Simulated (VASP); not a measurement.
# LiF (Fm-3m) in VASP: notebook

Aim: see how the results for LiF move with the level of theory and the settings. Levels: PBEsol, LDA. Tasks: relaxation of cell and atoms.

Program: VASP 6.6.1. These are calculated values, not measurements. Logs are shortened: lines on timing, memory, paths and dates and some standing lists are left out, and cuts for length are marked.

**1. The crystal as given**

Symmetry: Fm-3m, No. 225, cubic system. Conventional cell: a = 4.083 Å, b = 4.083 Å, c = 4.083 Å, α = 90.00°, β = 90.00°, γ = 90.00°. Li (site symmetry m-3m) has 6 F at 2.04 Å as nearest neighbours. F (site symmetry m-3m) has 6 Li at 2.04 Å as nearest neighbours.

The cell is a database's computed one.

**2. Relaxation of cell and atoms, PBEsol**

Contents of INCAR:

```
PREC = Accurate
ENCUT = 600
EDIFF = 1E-7
ISMEAR = 0
SIGMA = 0.02
LREAL = False
LASPH = True
NELM = 80
ALGO = Normal
ISIF = 3
LWAVE = False
LCHARG = False
GGA = PS
IBRION = 2
NSW = 90
EDIFFG = -0.005
```

Contents of KPOINTS:

```
regular mesh
0
Gamma
  10 10 10
```

Contents of POSCAR:

```
LiF
1.0
    0.0000000000      2.0417135700      2.0417135700
    2.0417135700      0.0000000000      2.0417135700
    2.0417135700      2.0417135700      0.0000000000
Li F
1 1
Direct
    0.0000000000      0.0000000000      0.0000000000
    0.5000000000      0.5000000000      0.5000000000
```

Potentials or basis: VASP PAW PBE potentials, release 64 (Li_sv, F).

The run is started by

```sh
$ cat potpaw_PBE.64/Li_sv/POTCAR potpaw_PBE.64/F/POTCAR > POTCAR
$ mpirun -np 1 vasp_std > vasp.out
```

OUTCAR:

```text
PREC = Accurate
   ENCUT = 600
   EDIFF = 1E-7
   ISMEAR = 0
   LREAL = False
   LASPH = True
   NELM = 80
   ISIF = 3
   GGA = PS
   IBRION = 2
   NSW = 90
   EDIFFG = -0.005

 ion  position               nearest neighbor table
   1  0.000  0.000  0.000-   2 2.04   2 2.04   2 2.04   2 2.04   2 2.04   2 2.04
   2  0.500  0.500  0.500-   1 2.04   1 2.04   1 2.04   1 2.04   1 2.04   1 2.04

  LATTYP: Found a face centered cubic cell.
 ALAT       =     4.0834271400

  Lattice vectors:

 A1 = (   0.0000000000,   2.0417135700,   2.0417135700)
 A2 = (   2.0417135700,   0.0000000000,   2.0417135700)
 A3 = (   2.0417135700,   2.0417135700,   0.0000000000)

Analysis of symmetry for initial positions (statically):
=====================================================================
 Subroutine PRICEL returns:
 Original cell was already a primitive cell.

 Routine SETGRP: Setting up the symmetry group for a
 face centered cubic supercell.

 Subroutine GETGRP returns: Found 48 space group operations
 (whereof 48 operations were pure point group operations)
 out of a pool of 48 trial point group operations.

The static configuration has the point symmetry O_h .

Analysis of symmetry for dynamics (positions and initial velocities):
=====================================================================
 Subroutine PRICEL returns:
 Original cell was already a primitive cell.

 Routine SETGRP: Setting up the symmetry group for a
 face centered cubic supercell.

 Subroutine GETGRP returns: Found 48 space group operations
 (whereof 48 operations were pure point group operations)
 out of a pool of 48 trial point group operations.

The dynamic configuration has the point symmetry O_h .

 Subroutine INISYM returns: Found 48 space group operations
 (whereof 48 operations are pure point group operations),
 and found     1 'primitive' translations

----------------------------------------------------------------------------------------

                                     Primitive cell

  volume of cell :      17.0222

  direct lattice vectors                    reciprocal lattice vectors
     0.000000000  2.041713570  2.041713570    -0.244892333  0.244892333  0.244892333
     2.041713570  0.000000000  2.041713570     0.244892333 -0.244892333  0.244892333
     2.041713570  2.041713570  0.000000000     0.244892333  0.244892333 -0.244892333

  length of vectors
     2.887419021  2.887419021  2.887419021     0.424165964  0.424165964  0.424165964

  position of ions in fractional coordinates (direct lattice)
     0.000000000  0.000000000  0.000000000
     0.500000000  0.500000000  0.500000000

  ion indices of the primitive-cell ions
   primitive index   ion index
                 1           1
                 2           2

----------------------------------------------------------------------------------------

 KPOINTS: regular mesh

Automatic generation of k-mesh.
 Grid dimensions read from file:
 generate k-points for:   10   10   10

 Generating k-lattice:

  Cartesian coordinates                     Fractional coordinates (reciprocal lattice)
    -0.024489233  0.024489233  0.024489233     0.100000000  0.000000000  0.000000000
     0.024489233 -0.024489233  0.024489233     0.000000000  0.100000000  0.000000000
     0.024489233  0.024489233 -0.024489233     0.000000000  0.000000000  0.100000000

  Length of vectors
     0.042416596  0.042416596  0.042416596

  Shift w.r.t. Gamma in fractional coordinates (k-lattice)
     0.000000000  0.000000000  0.000000000

 Subroutine IBZKPT returns following result:
 ===========================================

 Found     47 irreducible k-points:

 Following reciprocal coordinates:
            Coordinates               Weight
  0.000000  0.000000  0.000000      1.000000
  0.100000  0.000000  0.000000      8.000000
  0.200000  0.000000  0.000000      8.000000
  0.300000  0.000000  0.000000      8.000000
  0.400000  0.000000  0.000000      8.000000
  0.500000  0.000000  0.000000      4.000000
[... 16 lines left out ...]
  0.300000  0.300000  0.000000      6.000000
  0.400000  0.300000  0.000000     24.000000
 [... further k-points ...]
   k-points           NKPTS =     47   k-points in BZ     NKDIM =     47   number of bands    NBANDS=      9
   number of dos      NEDOS =    301   number of ions     NIONS =      2
   total plane-waves  NPLWV =  13824
   dimension x,y,z NGX =    24 NGY =   24 NGZ =   24
   dimension x,y,z NGXF=    48 NGYF=   48 NGZF=   48
   ions per type =               1   1
   NGX,Y,Z   is equivalent  to a cutoff of  13.82, 13.82, 13.82 a.u.
   NGXF,Y,Z  is equivalent  to a cutoff of  27.64, 27.64, 27.64 a.u.
 SYSTEM =  unknown system
   PREC   = accura    normal or accurate (medium, high low for compatibility)
   ISTART =      0    job   : 0-new  1-cont  2-samecut
   ICHARG =      2    charge: 1-file 2-atom 10-const
   ISPIN  =      1    spin polarized calculation?
   LNONCOLLINEAR =      F non collinear calculations
   LSORBIT =      F    spin-orbit coupling
   LASPH  =      T    aspherical Exc in radial PAW
   ENCUT  =  600.0 eV  44.10 Ry    6.64 a.u.   5.77  5.77  5.77*2*pi/ulx,y,z
   NELM   =     80;   NELMIN=  2; NELMDL= -5     # of ELM steps
   EDIFF  = 0.1E-06   stopping-criterion for ELM
   LREAL  =      F    real-space projection
   EDIFFG = -.5E-02   stopping-criterion for IOM
   NSW    =     90    number of steps for IOM
   IBRION =      2    ionic relax: 0-MD 1-quasi-New 2-CG
   NFREE  =      1    steps in history (QN), initial steepest desc. (CG)
   ISIF   =      3    stress and relaxation
   ISYM   =      2    0-nonsym 1-usesym 2-fastsym
   POTIM  = 0.5000    time-step for ionic-motion
   TEBEG  =    0.0;   TEEND  =   0.0 temperature during run
   PSTRESS=    0.0 pullay stress
   NELECT =      10.0000    total number of electrons
   NUPDOWN=      -1.0000    fix difference up-down
   EMIN   =  10.00;   EMAX   =-10.00  energy-range for DOS
   EFERMI =   0.00;   METHOD = LEGACY
   ISMEAR =     0;   SIGMA  =   0.02  broadening in eV -4-tet -1-fermi 0-gaus
   EFERMI_NEDOS =   21; number of points for ismear=-14 and -15
   IALGO  =     38    algorithm
   IMIX   =      4    mixing-type and parameters
     AMIX     =   0.40;   BMIX     =  1.00
     AMIX_MAG =   1.60;   BMIX_MAG =  1.00
  volume/ion in A,a.u.               =       8.51        57.44
  Fermi-wavevector in a.u.,A,eV,Ry     =   1.371103  2.591009 25.577904  1.879923
  Thomas-Fermi vector in A             =   2.496830
   LORBIT       =      0    0 simple, 1 ext, 2 COOP (PROOUT), +10 PAW based schemes
   GGA     = PS    functional components
   LHFCALC =     F    Hartree Fock is set to
   AEXX    =    0.0000 exact exchange contribution
   IVDW    =     0    specifies the selected vdW correction
   LEPSILON=     F    determine dielectric tensor
   LRPA    =     F    only Hartree local field effects (RPA)
 conjugate gradient relaxation of ions
 non-spin polarized calculation
 Gauss-broadening in eV      SIGMA  =   0.02
  energy-cutoff  :      600.00
  volume of cell :       17.02
 maximum number of plane-waves:       588
   NGX = 11   NGY = 11   NGZ = 11

--------------------------------------- Ionic step        1  -------------------------------------------

 number of electron      10.0000000 magnetization

 number of electron       9.9999995 magnetization

 Free energy of the ion-electron system (eV)
  ---------------------------------------------------
  ext. energy  EPLUGINS =         0.00000000
  ---------------------------------------------------
  free energy    TOTEN  =        -9.84579871 eV

  energy without entropy =       -9.84579871  energy(sigma->0) =       -9.84579871

 E-fermi :  -1.1550     XC(G=0):  -9.9978

 val. band max:       -1.3497540345   @ k =   0.0000   0.0000   0.0000
 cond. band min:       7.2170950898   @ k =   0.0000   0.0000   0.0000
 fundamental gap:      8.5668491243
 Fermi energy:        -1.1550174935

 k-point     1 :       0.0000    0.0000    0.0000
  band No.  band energies     occupation
      1     -41.6488      2.00000
      2     -21.1038      2.00000
      3      -1.3498      2.00000
      4      -1.3498      2.00000
      5      -1.3498      2.00000
      6       7.2171      0.00000
      7      21.9623      0.00000
      8      21.9623      0.00000
      9      21.9623      0.00000

 k-point     2 :       0.1000    0.0000    0.0000
  band No.  band energies     occupation
      1     -41.6439      2.00000
      2     -21.0672      2.00000
      3      -1.6316      2.00000
      4      -1.3719      2.00000
      5      -1.3719      2.00000
      6       7.5113      0.00000
      7      19.3448      0.00000
      8      20.7618      0.00000
      9      20.7618      0.00000

 k-point     3 :       0.2000    0.0000    0.0000
  band No.  band energies     occupation
      1     -41.6306      2.00000
      2     -20.9688      2.00000
      3      -2.3025      2.00000
      4      -1.4285      2.00000
      5      -1.4285      2.00000
      6       8.1740      0.00000
      7      16.9013      0.00000
      8      19.3227      0.00000
      9      19.3227      0.00000
[... 301 lines left out ...]
 VOLUME and BASIS-vectors are now :
 -----------------------------------------------------------------------------
  energy-cutoff  :      600.00
  volume of cell :       16.48
      direct lattice vectors                 reciprocal lattice vectors
     0.000000000  2.019863076  2.019863076    -0.247541532  0.247541532  0.247541532
     2.019863076  0.000000000  2.019863076     0.247541532 -0.247541532  0.247541532
     2.019863076  2.019863076  0.000000000     0.247541532  0.247541532 -0.247541532

 POSITION                                       TOTAL-FORCE (eV/Angst)
 -----------------------------------------------------------------------------------
      2.01986      2.01986      0.00000        -0.000000      0.000000      0.000000
      2.01986      2.01986      2.01986         0.000000     -0.000000     -0.000000
 -----------------------------------------------------------------------------------
    total drift:                               -0.000000     -0.000000      0.000000

  FREE ENERGIE OF THE ION-ELECTRON SYSTEM (eV)
  ---------------------------------------------------
  free  energy   TOTEN  =        -9.8566801935 eV

  energy  without entropy=       -9.8566801935  energy(sigma->0) =       -9.85668019

--------------------------------------- Ionic step        3  -------------------------------------------

 number of electron       9.9999996 magnetization

 Free energy of the ion-electron system (eV)
  ---------------------------------------------------
  ext. energy  EPLUGINS =         0.00000000
  ---------------------------------------------------
  free energy    TOTEN  =        -9.86047674 eV

  energy without entropy =       -9.86047674  energy(sigma->0) =       -9.86047674

 E-fermi :  -0.8485     XC(G=0): -10.3202

 val. band max:       -0.9691769980   @ k =   0.0000   0.0000   0.0000
 cond. band min:       8.1574360335   @ k =   0.0000   0.0000   0.0000
 fundamental gap:      9.1266130315
 Fermi energy:        -0.8484523265

 k-point     1 :       0.0000    0.0000    0.0000
  band No.  band energies     occupation
      1     -41.1214      2.00000
      2     -20.8983      2.00000
      3      -0.9692      2.00000
      4      -0.9692      2.00000
      5      -0.9692      2.00000
      6       8.1574      0.00000
      7      23.1610      0.00000
      8      23.1610      0.00000
      9      23.1610      0.00000

 k-point     2 :       0.1000    0.0000    0.0000
  band No.  band energies     occupation
      1     -41.1148      2.00000
      2     -20.8577      2.00000
      3      -1.2707      2.00000
      4      -0.9936      2.00000
      5      -0.9936      2.00000
      6       8.4496      0.00000
      7      20.3280      0.00000
      8      21.8411      0.00000
      9      21.8411      0.00000

 k-point     3 :       0.2000    0.0000    0.0000
  band No.  band energies     occupation
      1     -41.0972      2.00000
      2     -20.7484      2.00000
      3      -1.9916      2.00000
      4      -1.0560      2.00000
      5      -1.0560      2.00000
      6       9.0913      0.00000
      7      17.8337      0.00000
      8      20.3251      0.00000
      9      20.3251      0.00000
[... 265 lines left out ...]
 VOLUME and BASIS-vectors are now :
 -----------------------------------------------------------------------------
  energy-cutoff  :      600.00
  volume of cell :       15.96
      direct lattice vectors                 reciprocal lattice vectors
     0.000000000  1.998314491  1.998314491    -0.250210866  0.250210866  0.250210866
     1.998314491  0.000000000  1.998314491     0.250210866 -0.250210866  0.250210866
     1.998314491  1.998314491  0.000000000     0.250210866  0.250210866 -0.250210866

 POSITION                                       TOTAL-FORCE (eV/Angst)
 -----------------------------------------------------------------------------------
      0.00000      0.00000      0.00000         0.000000      0.000000     -0.000000
      1.99831      1.99831      1.99831        -0.000000     -0.000000      0.000000
 -----------------------------------------------------------------------------------
    total drift:                               -0.000000     -0.000000      0.000000

  FREE ENERGIE OF THE ION-ELECTRON SYSTEM (eV)
  ---------------------------------------------------
  free  energy   TOTEN  =        -9.8604767437 eV

  energy  without entropy=       -9.8604767437  energy(sigma->0) =       -9.86047674

 reached required accuracy - stopping structural energy minimisation
```

It took 26 s on 1 thread of Intel Xeon Platinum 8375C at 2.90GHz (Ice Lake), shared host; peak memory 0.13 GiB.

Results:

```
Free energy                            : -9.8605 eV
Relaxed volume                         : 7.98 Å³/atom
Relaxed cell                           : a = 2.826 Å, b = 2.826 Å, c = 2.826 Å, α = 60.00°, β = 60.00°, γ = 60.00°
Space group after relaxing (to 0.05 Å) : Fm-3m (No. 225)
Energy gained by relaxing              : 7.3 meV/atom
Ionic steps                            : 3
Pressure after relaxing                : 0.0 GPa
Band gap on the k mesh                 : 9.13 eV, direct
```

The path:
```csv
step,energy change (eV),largest force (eV/Å),pressure (GPa),volume (Å³)
1,0.0000,0.0000,-4.18,17.02
2,-0.0109,0.0000,-2.24,16.48
3,-0.0147,0.0000,-0.03,15.96
```

Final structure:
```cif
data_structure
_symmetry_space_group_name_H-M 'P 1'
_symmetry_Int_Tables_number 1
_cell_length_a 2.8260
_cell_length_b 2.8260
_cell_length_c 2.8260
_cell_angle_alpha 60.000
_cell_angle_beta 60.000
_cell_angle_gamma 60.000
_cell_volume 15.96
loop_
_atom_site_label
_atom_site_type_symbol
_atom_site_fract_x
_atom_site_fract_y
_atom_site_fract_z
_atom_site_occupancy
Li1 Li 0.00000 0.00000 0.00000 1
F1 F 0.50000 0.50000 0.50000 1
```

Caveat: the cutoff is under 1.25 times the usual one of these potentials, so pressure, stress and relaxed cells hold a basis-set (Pulay) error; the PAW data sets were made with another functional, which shifts forces and pressure a little.

(Continued in part 2 of 2.)
